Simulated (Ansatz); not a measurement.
# La: the cost of one run

Program: Ansatz 0.2.0. Level of theory: DFT PBE, scalar-relativistic, plane waves, PAW. These are calculated values, not measurements.

## 1. The structure to begin with

The structure is cubic, space group Fd-3m (No. 227). Conventional cell: a = 9.936 Å, b = 9.936 Å, c = 9.936 Å, α = 90.00°, β = 90.00°, γ = 90.00°. Around La (site symmetry -3m) lie 6 La at 3.51 Å.

Coordinates:

```xyz
4
Lattice="0.0000 4.9682 4.9682 4.9682 0.0000 4.9682 4.9682 4.9682 0.0000" Properties=species:S:1:pos:R:3 pbc="T T T"
La    6.2103    6.2103    6.2103
La    3.7262    3.7262    6.2103
La    3.7262    6.2103    3.7262
La    6.2103    3.7262    3.7262
```

The cell is invented: random cell by space group and Wyckoff sites (Fd-3m, No. 227). Its size is a rough estimate.

## 2. A first look at the guess

File input.yaml:

```yaml
crystal:
  lattice:
    - [0.0, 4.96824717, 4.96824717]
    - [4.96824717, 0.0, 4.96824717]
    - [4.96824717, 4.96824717, 0.0]
  atoms:
    - { symbol: La, position: [0.625, 0.625, 0.625] }
    - { symbol: La, position: [0.625, 0.625, 0.125] }
    - { symbol: La, position: [0.625, 0.125, 0.625] }
    - { symbol: La, position: [0.125, 0.625, 0.625] }
basis:
  ecutwfc: 420
kpoints:
  mp_grid: { grid: [4, 4, 4] }
hamiltonian:
  xc: pbe
scf:
  occupations: { method: gaussian, width: 0.1 }
  lower_state_search: "off"
output:
  forces: true
  stress: true
  eigenvalues: true
```

Run with:

```sh
$ ansatz run input.yaml --threads 1 --pin off --max-ram 2560MiB --backend cpu --events-out ev --progress --plain --runs-dir out
```

**Question.** How long does this run take on 1 thread of AMD EPYC 7R43 (Zen 3), shared host, and how much memory does it need?

About 7.2 s, with a peak of 0.51 GiB.
